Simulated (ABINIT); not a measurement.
# Ti: band structure with PBE

Crystal: Ti.

```
Ti
1.0
     2.95000    0.00000    0.00000
    -1.47500    2.55477    0.00000
     0.00000    0.00000    4.68000
Ti
2
Direct
  0.66667 0.33333 0.75000
  0.33333 0.66667 0.25000
```

- Program: ABINIT 10.8.3 (patched build)
- Task: band structure
- Functional: PBE
- Potentials or basis: JTH PAW PBE v2.0
- Cutoff: 408 eV
- k mesh: 10 × 10 × 6
- Occupations: fermi-dirac, width 0.05 eV
- Spin: no spin polarisation
- Fine-grid cutoff: 816.342 eV

```yaml
Pressure: -1.3 GPa
Band_gap_on_the_k_mesh: none (metal or under the smearing width)
Valence_electrons_inside_the_program's_atomic_spheres: Ti 10.14 (radii [1.2214] Å)
```

Stress tensor (GPa, compression positive):
```
-1.13  0.00  0.00
 0.00 -1.13  0.00
 0.00  0.00 -1.53
```

Levels at the corners of the path, in eV from the Fermi level:
```csv
point,band 10,band 11,band 12,band 13,band 14,band 15
Γ,-2.65,0.73,0.78,0.78,0.88,1.26
M,-2.11,-1.80,-0.62,0.50,0.62,1.16
K,-1.36,-1.36,-1.27,0.24,0.24,1.48
Γ,-2.65,0.73,0.78,0.78,0.88,1.26
A,-4.32,0.09,0.09,0.69,0.69,0.69
L,-2.50,-0.79,-0.79,1.30,1.30,1.72
H,-1.21,-1.05,-1.05,-0.21,-0.21,1.66
A,-4.32,0.09,0.09,0.69,0.69,0.69
```

Wall time 37 s on 1 thread of AMD EPYC 7R43 64-Core Processor (Zen 3) (shared host), peak memory 0.12 GiB.
